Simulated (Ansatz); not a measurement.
A run of Ansatz 0.2.0 is set up as follows.

File input.yaml:

```yaml
crystal:
  lattice:
    - [-1.582345, 1.582345, 1.582345]
    - [1.582345, -1.582345, 1.582345]
    - [1.582345, 1.582345, -1.582345]
  atoms:
    - { symbol: W, position: [0.0, 0.0, 0.0] }
hamiltonian:
  xc: pbesol
  pseudopotentials: { kind: paw_fr }
magnetization:
  noncollinear: true
  spin_orbit: true
kpoints:
  mp_grid: { grid: [9, 9, 9] }
  band_path:
    path:
      - [[0.0, 0.0, 0.0], [0.5, -0.5, 0.5], [0.0, 0.0, 0.5], [0.0, 0.0, 0.0], [0.25, 0.25, 0.25], [0.5, -0.5, 0.5]]
      - [[0.25, 0.25, 0.25], [0.0, 0.0, 0.5]]
    npoints: 14
scf:
  occupations: { method: fermi_dirac, width: 0.05 }
  n_extra_bands: 6
output:
  forces: true
  stress: true
  eigenvalues: true
  fatbands: true
```

Potentials or basis: Ansatz PAW.

The run is started by

```console
$ ansatz run input.yaml --threads 2 --pin off --max-ram 5632MiB --backend cpu --events-out ev --progress --plain --runs-dir out
```

**Question.** Predict the band gap on the k mesh.

**Answer.** None (metal or under the smearing width).

**Question.** What does it give for the pressure?

**Answer.** -3.0 GPa.

Levels at the corners of the path, in eV from the Fermi level:
| point | band 12 | band 13 | band 14 | band 15 | band 16 | band 17 |
| --- | --- | --- | --- | --- | --- | --- |
| Γ | -1.52 | -1.52 | -1.52 | -1.01 | -1.01 | 2.21 |
| H | -5.95 | 4.87 | 4.87 | 4.87 | 4.87 | 5.60 |
| N | -3.68 | 0.49 | 0.49 | 2.03 | 2.03 | 3.05 |
| Γ | -1.52 | -1.52 | -1.52 | -1.01 | -1.01 | 2.21 |
| P | -2.88 | -2.88 | -2.88 | 3.22 | 3.22 | 3.22 |
| H | -5.95 | 4.87 | 4.87 | 4.87 | 4.87 | 5.60 |
| P | -2.88 | -2.88 | -2.88 | 3.22 | 3.22 | 3.22 |
| N | -3.68 | 0.49 | 0.49 | 2.03 | 2.03 | 3.05 |

Caveat: the PAW data sets come from PBE, with cores solved anew for the run's functional, which leaves a small shift of forces and pressure.
